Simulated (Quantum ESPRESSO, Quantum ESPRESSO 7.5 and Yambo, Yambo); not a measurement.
**PbS (Galena): G0W0 with Yambo, start to end**

Wanted: ground state, empty states, screening and self-energy for PbS (Galena).

Calculated with Quantum ESPRESSO 7.5 and Yambo 5.3.0; PBE and many-body steps on it, plane waves.

The database entry behind the starting cell differs from later determinations by our own check (about 0.1 % short), so it need not match the best structure at ambient conditions.

### 1. Set-up

The structure is cubic, space group Fm-3m (No. 225). The conventional cell has a = 5.931 Å, b = 5.931 Å, c = 5.931 Å, α = 90.00°, β = 90.00°, γ = 90.00°. Pb has 6 S at 2.97 Å nearest. S has 6 Pb at 2.97 Å nearest. Farther neighbours and most contacts between anions are not listed.

The cell and positions come from the Crystallography Open Database and are kept as given unless a step says otherwise. Spin-orbit coupling is left out unless a step names it.

### 2. Ground state

This step: Quantum ESPRESSO 7.5; DFT, PBE, plane waves, norm-conserving pseudopotentials.

The ground-state density comes first.

pw.in

```
&control
  calculation = 'scf'
  prefix = 'x'
  outdir = 'o'
  pseudo_dir = 'pseudo'
/
&system
  ibrav = 0
  nat = 2
  ntyp = 2
  ecutwfc = 76.0
  nbnd = 19
  force_symmorphic = .true.
/
&electrons
  conv_thr = 1e-10
  electron_maxstep = 80
  mixing_beta = 0.5
/
ATOMIC_SPECIES
  Pb 207.2 Pb.upf
  S 32.06 S.upf
CELL_PARAMETERS angstrom
  0.0000000000 2.9657500000 2.9657500000
  2.9657500000 -0.0000000000 2.9657500000
  2.9657500000 2.9657500000 0.0000000000
ATOMIC_POSITIONS crystal
  Pb 0.0000000000 0.0000000000 0.0000000000
  S 0.5000000000 0.5000000000 0.5000000000
K_POINTS automatic
  6 6 6 0 0 0
```

Command:

```bash
$ OMP_NUM_THREADS=1 mpirun -n 4 pw.x -nk 4 -in pw.in > pw.out
```

The program printed:

```text
Program PWSCF v.7.5 starts

     This program is part of the open-source Quantum ESPRESSO suite
     for quantum simulation of materials; please cite
         "P. Giannozzi et al., J. Phys.:Condens. Matter 21 395502 (2009);
         "P. Giannozzi et al., J. Phys.:Condens. Matter 29 465901 (2017);
         "P. Giannozzi et al., J. Chem. Phys. 152 154105 (2020);
     in publications or presentations arising from this work. More details at
     Message from routine setup:
     using ibrav=0 with symmetry is DISCOURAGED, use correct ibrav instead

     G-vector sticks info

     bravais-lattice index     =            0
     lattice parameter (alat)  =       7.9259  a.u.
     unit-cell volume          =     352.0710 (a.u.)^3
     number of atoms/cell      =            2
     number of atomic types    =            2
     number of electrons       =        28.00
     number of Kohn-Sham states=           19
     kinetic-energy cutoff     =      76.0000  Ry
     charge density cutoff     =     304.0000  Ry
     scf convergence threshold =      1.0E-10
     mixing beta               =       0.5000
     number of iterations used =            8  plain     mixing
     Exchange-correlation= PBE
                           (   1   4   3   4   0   0   0)

     celldm(1)=   7.925897  celldm(2)=   0.000000  celldm(3)=   0.000000
     celldm(4)=   0.000000  celldm(5)=   0.000000  celldm(6)=   0.000000

     crystal axes: (cart. coord. in units of alat)
               a(1) = (   0.000000   0.707107   0.707107 )
               a(2) = (   0.707107  -0.000000   0.707107 )
               a(3) = (   0.707107   0.707107   0.000000 )

     reciprocal axes: (cart. coord. in units 2 pi/alat)
               b(1) = ( -0.707107  0.707107  0.707107 )
               b(2) = (  0.707107 -0.707107  0.707107 )
               b(3) = (  0.707107  0.707107 -0.707107 )
     Pseudo is Norm-conserving + core correction, Zval = 22.0
     Generated using ONCVPSP code by D. R. Hamann
     Using radial grid of 1692 points,  7 beta functions with:
     Pseudo is Norm-conserving + core correction, Zval =  6.0
     Generated using ONCVPSP code by D. R. Hamann
     Using radial grid of 1146 points,  6 beta functions with:
     Pb               22.00   207.20000     Pb( 1.00)
     S                 6.00    32.06000     S ( 1.00)

     48 Sym. Ops., with inversion, found

   Cartesian axes

     site n.     atom                  positions (alat units)
         1        Pb     tau(   1) = (   0.0000000   0.0000000   0.0000000  )
         2        S      tau(   2) = (   0.7071068   0.7071068   0.7071068  )

     number of k points=    16
                       cart. coord. in units 2pi/alat
        k(    1) = (   0.0000000   0.0000000   0.0000000), wk =   0.0092593
        k(    2) = (   0.1178511   0.1178511  -0.1178511), wk =   0.0740741
        k(    3) = (   0.2357023   0.2357023  -0.2357023), wk =   0.0740741
        k(    4) = (  -0.3535534  -0.3535534   0.3535534), wk =   0.0370370
        k(    5) = (   0.2357023   0.0000000  -0.0000000), wk =   0.0555556
        k(    6) = (   0.3535534   0.1178511  -0.1178511), wk =   0.2222222
        k(    7) = (  -0.2357023  -0.4714045   0.4714045), wk =   0.2222222
        k(    8) = (  -0.1178511  -0.3535534   0.3535534), wk =   0.2222222
        k(    9) = (   0.0000000  -0.2357023   0.2357023), wk =   0.1111111
        k(   10) = (   0.4714045   0.0000000  -0.0000000), wk =   0.0555556
     [... 4 further rows ...]
        k(   15) = (  -0.1178511  -0.3535534   0.5892557), wk =   0.2222222
        k(   16) = (  -0.7071068   0.2357023   0.0000000), wk =   0.1111111

     Dense  grid:    31283 G-vectors     FFT dimensions: (  45,  45,  45)

     Initial potential from superposition of free atoms

     starting charge      27.9978, renormalised to      28.0000
     Starting wfcs are   17 randomized atomic wfcs +    2 random wfcs

     per-process dynamical memory:    28.6 Mb

     Self-consistent Calculation

     iteration #  1     ecut=    76.00 Ry     beta= 0.50

     Threshold (ethr) on eigenvalues was too large:
     Diagonalizing with lowered threshold

     total energy              =    -441.68971311 Ry
     estimated scf accuracy    <       0.12693925 Ry

     iteration #  2     ecut=    76.00 Ry     beta= 0.50

     total energy              =    -441.72421095 Ry
     estimated scf accuracy    <       0.01814854 Ry

     iteration #  3     ecut=    76.00 Ry     beta= 0.50

     total energy              =    -441.72772253 Ry
     estimated scf accuracy    <       0.00100071 Ry

     iteration #  4     ecut=    76.00 Ry     beta= 0.50

     total energy              =    -441.72778931 Ry
     estimated scf accuracy    <       0.00002125 Ry

     iteration #  5     ecut=    76.00 Ry     beta= 0.50

     total energy              =    -441.72779597 Ry
     estimated scf accuracy    <       0.00000316 Ry

     iteration #  6     ecut=    76.00 Ry     beta= 0.50

     total energy              =    -441.72779615 Ry
     estimated scf accuracy    <       0.00000080 Ry

     iteration #  7     ecut=    76.00 Ry     beta= 0.50

     total energy              =    -441.72779626 Ry
     estimated scf accuracy    <       0.00000005 Ry

     iteration #  8     ecut=    76.00 Ry     beta= 0.50

     total energy              =    -441.72779627 Ry
     estimated scf accuracy    <          1.8E-09 Ry

     iteration #  9     ecut=    76.00 Ry     beta= 0.50

     total energy              =    -441.72779627 Ry
     estimated scf accuracy    <          1.7E-10 Ry

     iteration # 10     ecut=    76.00 Ry     beta= 0.50

     End of self-consistent calculation

          k = 0.0000 0.0000 0.0000 (  3839 PWs)   bands (ev):

  -129.8088 -71.4990 -71.4990 -71.4990  -6.9200  -6.9200  -6.9200  -6.9039
    -6.9039  -3.6873   3.8699   7.7371   7.7371   7.7371  15.1248  15.1248
    15.1248  16.6175  16.6175

          k = 0.1179 0.1179-0.1179 (  3906 PWs)   bands (ev):

  -129.8090 -71.4990 -71.4990 -71.4990  -6.9188  -6.9177  -6.9177  -6.9025
    -6.9025  -3.4540   3.1215   7.8106   7.8106   8.2868  13.3255  13.9257
    13.9257  16.5825  17.2199

          k = 0.2357 0.2357-0.2357 (  3897 PWs)   bands (ev):

  -129.8090 -71.4991 -71.4990 -71.4990  -6.9304  -6.9304  -6.9173  -6.8823
    -6.8823  -2.8625   1.7807   8.0004   8.0004   9.1754  11.3839  12.4669
    12.4669  17.2781  18.6083

          k =-0.3536-0.3536 0.3536 (  3906 PWs)   bands (ev):

     [... further k-points ...]

     highest occupied, lowest unoccupied level (ev):     9.9081   10.2763

!    total energy              =    -441.72779627 Ry
     estimated scf accuracy    <          3.9E-11 Ry

     The total energy is the sum of the following terms:
     one-electron contribution =    -258.46292380 Ry
     hartree contribution      =     129.44472288 Ry
     xc contribution           =     -74.34407730 Ry
     ewald contribution        =    -238.36551806 Ry

     convergence has been achieved in  10 iterations

     XML data file, charge density, pseudopotentials, collected wavefunctions

=------------------------------------------------------------------------------=
   JOB DONE.
=------------------------------------------------------------------------------=
```

Run time: 7.2 s. Hardware: 4 MPI ranks of Arm Neoverse V1, shared host; peak memory 0.27 GiB; 28 s of CPU time.

Numbers from this step:

```yaml
total_energy: -6010.0128 eV
gap: 0.3682 eV
k_of_the_valence_top: 0, 0, -0.5
k_of_the_conduction_bottom: 0, 0, -0.5
least_direct_gap: 0.3682 eV
```

The gap is direct, at (0.000, 0.000, -0.500).

### 3. Bands along the symmetry lines

The cheap functional maps the bands first; the places of the edges decide which points the dearer methods must see.

pw.in

```
&control
  calculation = 'bands'
  prefix = 'x'
  outdir = 'o'
  pseudo_dir = 'pseudo'
/
&system
  ibrav = 0
  nat = 2
  ntyp = 2
  ecutwfc = 76.0
  nbnd = 20
  force_symmorphic = .true.
/
&electrons
  conv_thr = 1e-9
  electron_maxstep = 80
  diago_full_acc = .true.
  diago_thr_init = 5e-6
/
ATOMIC_SPECIES
  Pb 207.2 Pb.upf
  S 32.06 S.upf
CELL_PARAMETERS angstrom
  0.0000000000 2.9657500000 2.9657500000
  2.9657500000 -0.0000000000 2.9657500000
  2.9657500000 2.9657500000 0.0000000000
ATOMIC_POSITIONS crystal
  Pb 0.0000000000 0.0000000000 0.0000000000
  S 0.5000000000 0.5000000000 0.5000000000
K_POINTS crystal
  50
  0.00000000 0.00000000 0.00000000 1
  0.06250000 0.00000000 0.06250000 1
  0.12500000 0.00000000 0.12500000 1
  0.18750000 0.00000000 0.18750000 1
  0.25000000 0.00000000 0.25000000 1
  0.31250000 0.00000000 0.31250000 1
  0.37500000 0.00000000 0.37500000 1
  0.43750000 0.00000000 0.43750000 1
  0.50000000 0.00000000 0.50000000 1
  0.51562500 0.03125000 0.51562500 1
  0.53125000 0.06250000 0.53125000 1
  0.54687500 0.09375000 0.54687500 1
  0.56250000 0.12500000 0.56250000 1
  0.57812500 0.15625000 0.57812500 1
  0.59375000 0.18750000 0.59375000 1
  0.60937500 0.21875000 0.60937500 1
  0.62500000 0.25000000 0.62500000 1
  0.37500000 0.37500000 0.75000000 1
  0.32812500 0.32812500 0.65625000 1
  0.28125000 0.28125000 0.56250000 1
  0.23437500 0.23437500 0.46875000 1
  0.18750000 0.18750000 0.37500000 1
  0.14062500 0.14062500 0.28125000 1
  0.09375000 0.09375000 0.18750000 1
  0.04687500 0.04687500 0.09375000 1
  0.00000000 0.00000000 0.00000000 1
  0.06250000 0.06250000 0.06250000 1
  0.12500000 0.12500000 0.12500000 1
  0.18750000 0.18750000 0.18750000 1
  0.25000000 0.25000000 0.25000000 1
  0.31250000 0.31250000 0.31250000 1
  0.37500000 0.37500000 0.37500000 1
  0.43750000 0.43750000 0.43750000 1
  0.50000000 0.50000000 0.50000000 1
  0.50000000 0.46875000 0.53125000 1
  0.50000000 0.43750000 0.56250000 1
  0.50000000 0.40625000 0.59375000 1
  0.50000000 0.37500000 0.62500000 1
  0.50000000 0.34375000 0.65625000 1
  0.50000000 0.31250000 0.68750000 1
  0.50000000 0.28125000 0.71875000 1
  0.50000000 0.25000000 0.75000000 1
  0.50000000 0.21875000 0.71875000 1
  0.50000000 0.18750000 0.68750000 1
  0.50000000 0.15625000 0.65625000 1
  0.50000000 0.12500000 0.62500000 1
  0.50000000 0.09375000 0.59375000 1
  0.50000000 0.06250000 0.56250000 1
  0.50000000 0.03125000 0.53125000 1
  0.50000000 0.00000000 0.50000000 1
```

The program printed:

```text
[banner, memory and clock lines left out]
Program PWSCF v.7.5 starts

     Atomic positions and unit cell read from directory:
     o/x.save/

     Message from routine setup:
     using ibrav=0 with symmetry is DISCOURAGED, use correct ibrav instead

     G-vector sticks info

     bravais-lattice index     =            0
     lattice parameter (alat)  =       7.9259  a.u.
     unit-cell volume          =     352.0710 (a.u.)^3
     number of atoms/cell      =            2
     number of atomic types    =            2
     number of electrons       =        28.00
     number of Kohn-Sham states=           20
     kinetic-energy cutoff     =      76.0000  Ry
     charge density cutoff     =     304.0000  Ry
     Exchange-correlation= PBE
                           (   1   4   3   4   0   0   0)

     celldm(1)=   7.925897  celldm(2)=   0.000000  celldm(3)=   0.000000
     celldm(4)=   0.000000  celldm(5)=   0.000000  celldm(6)=   0.000000

     crystal axes: (cart. coord. in units of alat)
               a(1) = (   0.000000   0.707107   0.707107 )
               a(2) = (   0.707107  -0.000000   0.707107 )
               a(3) = (   0.707107   0.707107   0.000000 )

     reciprocal axes: (cart. coord. in units 2 pi/alat)
               b(1) = ( -0.707107  0.707107  0.707107 )
               b(2) = (  0.707107 -0.707107  0.707107 )
               b(3) = (  0.707107  0.707107 -0.707107 )
     Pseudo is Norm-conserving + core correction, Zval = 22.0
     Generated using ONCVPSP code by D. R. Hamann
     Using radial grid of 1692 points,  7 beta functions with:
     Pseudo is Norm-conserving + core correction, Zval =  6.0
     Generated using ONCVPSP code by D. R. Hamann
     Using radial grid of 1146 points,  6 beta functions with:
     Pb               22.00   207.20000     Pb( 1.00)
     S                 6.00    32.06000     S ( 1.00)

     48 Sym. Ops., with inversion, found

   Cartesian axes

     site n.     atom                  positions (alat units)
         1        Pb     tau(   1) = (   0.0000000   0.0000000   0.0000000  )
         2        S      tau(   2) = (   0.7071068   0.7071068   0.7071068  )

     number of k points=    50
                       cart. coord. in units 2pi/alat
        k(    1) = (   0.0000000   0.0000000   0.0000000), wk =   0.0400000
        k(    2) = (   0.0000000   0.0883883   0.0000000), wk =   0.0400000
        k(    3) = (   0.0000000   0.1767767   0.0000000), wk =   0.0400000
[...]
[... 38 further rows ...]
        k(   49) = (   0.0441942   0.7071068   0.0000000), wk =   0.0400000
        k(   50) = (   0.0000000   0.7071068   0.0000000), wk =   0.0400000

     Dense  grid:    31283 G-vectors     FFT dimensions: (  45,  45,  45)

     The potential is recalculated from file :
     o/x.save/charge-density

     Starting wfcs are   17 randomized atomic wfcs +    3 random wfcs

     Band Structure Calculation

     End of band structure calculation

          k = 0.0000 0.0000 0.0000 (  3839 PWs)   bands (ev):

  -129.8090 -71.4991 -71.4991 -71.4991  -6.9201  -6.9201  -6.9201  -6.9040
    -6.9040  -3.6873   3.8699   7.7371   7.7371   7.7371  15.1248  15.1248
    15.1248  16.6175  16.6175  16.6175

          k = 0.0000 0.0884 0.0000 (  3895 PWs)   bands (ev):

  -129.8091 -71.4991 -71.4991 -71.4991  -6.9210  -6.9179  -6.9179  -6.9068
[...]
14.9810  16.2937  16.9674  16.9675

          k = 0.0000 0.1768 0.0000 (  3911 PWs)   bands (ev):

[...]
14.7880  15.7041  17.7622  17.7622

          k =-0.0000 0.2652 0.0000 (  3931 PWs)   bands (ev):

[...]
k = 0.0000 0.4419-0.0000 (  3956 PWs)   bands (ev):

[...]
k =-0.0000 0.5303 0.0000 (  3960 PWs)   bands (ev):

[...]
k = 0.0000 0.6187-0.0000 (  3952 PWs)   bands (ev):

[...]
k = 0.4640 0.4640-0.0000 (  3945 PWs)   bands (ev):

[...]
k = 0.3315 0.3315-0.0000 (  3931 PWs)   bands (ev):

[...]
k = 0.3094 0.7071-0.0000 (  3948 PWs)   bands (ev):

[...]
k = 0.2210 0.7071-0.0000 (  3946 PWs)   bands (ev):

[...]
k = 0.1768 0.7071-0.0000 (  3946 PWs)   bands (ev):

[...]
k = 0.0442 0.7071 0.0000 (  3950 PWs)   bands (ev):

[...]
15.4646  15.6381  21.0284  21.8408

          k = 0.0000 0.7071 0.0000 (  3940 PWs)   bands (ev):

  -129.8092 -71.4992 -71.4992 -71.4992  -7.0583  -6.9454  -6.8783  -6.8593
    -6.8593  -2.0170   2.7069   4.7152   6.4692   6.4692  13.7698  15.4837
    15.5933  15.5933  20.9544  22.0076

     XML data file, pseudopotentials, collected wavefunctions
```

Run time: 6.3 s. Hardware: 4 MPI ranks; peak memory 0.23 GiB; 25 s of CPU time.

Numbers from this step:

| Item | Value |
| --- | --- |
| gap | 0.3682 eV |
| k of the valence top | 0.5, 0.5, 0.5 |
| k of the conduction bottom | 0.5, 0.5, 0.5 |
| least direct gap | 0.3682 eV |

The gap is 0.368 eV, as in the run before at this level.

The electronic bands at the labelled points (eV, zero at the top of the highest filled band):

```csv
point,band 11,band 12,band 13,band 14,band 15,band 16,band 17,band 18
Γ,-6.04,-2.17,-2.17,-2.17,5.22,5.22,5.22,6.71
halfway,-7.23,-2.83,-2.83,-1.72,2.44,4.74,4.92,4.92
X,-7.20,-5.19,-3.44,-3.44,3.86,5.58,5.69,5.69
halfway,-7.47,-5.09,-3.31,-3.15,3.89,5.18,5.43,5.58
U,-7.98,-4.77,-2.94,-2.48,3.33,4.13,5.05,6.22
jump to K,-7.98,-4.77,-2.94,-2.48,3.33,4.13,5.05,6.22
halfway,-7.71,-3.10,-1.71,-0.59,1.48,2.51,4.14,7.58
Γ,-6.04,-2.17,-2.17,-2.17,5.22,5.22,5.22,6.71
halfway,-7.46,-2.01,-2.01,-1.17,2.36,3.22,3.22,6.86
L,-8.85,-1.78,-1.78,0.00,0.37,1.96,1.96,8.67
halfway,-8.48,-3.44,-3.01,-0.99,1.56,3.40,4.03,8.00
W,-7.95,-4.42,-4.42,-1.03,2.19,4.66,4.66,8.16
halfway,-7.62,-4.98,-3.76,-2.40,3.99,4.09,5.29,6.37
X,-7.20,-5.19,-3.44,-3.44,3.86,5.58,5.69,5.69
```

The electronic bands as a text plot (rows in eV, shown from -8.0 to 6.4 only):

```
    6.1 |  ++            ++                                   ++
    5.5 |+   +    +++++++             ++                     ++++
    4.9 | ++++++++      ++++       +++  +                ++++ ++
    4.3 | +     +++      ++ +++++++  +   ++           +++  ++++
    3.7 |       ++ +++++++         ++      +         +++       ++
    3.1 |  ++             ++     ++        ++       ++      +
    2.5 |     ++           ++++++++         ++++  +++     ++
    1.9 |    +              ++               ++ ++++   +++
    1.3 |                     +++              +     ++
    0.7 |                                       + +++
    0.1 |                                       *+
   -0.5 |                     ***              *  ***
   -1.1 |  ***              **   **         ***      *******
   -1.7 | *   **           *  ********   ***********        *
   -2.3 |*****            ****     *********        **       *
   -2.9 |     ****     ****     ***                  **       **
   -3.5 |         *******     **                      **     ****
   -4.1 |         *         **                         *** **
   -4.7 |          **    ***                              ****
   -5.3 |            ****                                     ***
   -5.9 |**                           ***
   -6.5 |  **                      ***   **
   -7.1 |    ***** ****          **        *                   **
   -7.7 |         *    ****     *           ***          ******
         Γ           X  U|K            Γ         L        W     X
```

(Part 1 of 3 ends here.)

[Paths, hosts, dates, memory and timing lines, banners, echoed tables and standing remarks are left out of the program output.]

[Logs are printed without paths, hosts, clocks, repeated set-up lines and the standing remarks that a program may print on its own settings, such as how far it seeks lower states.]

[Runs of the session that timed out or met a known fault of the program may be left out.]

[Hosts, paths, dates, database ids (printed as entryN), source tags and the programs' standing remarks are cut or masked in the printed files.]
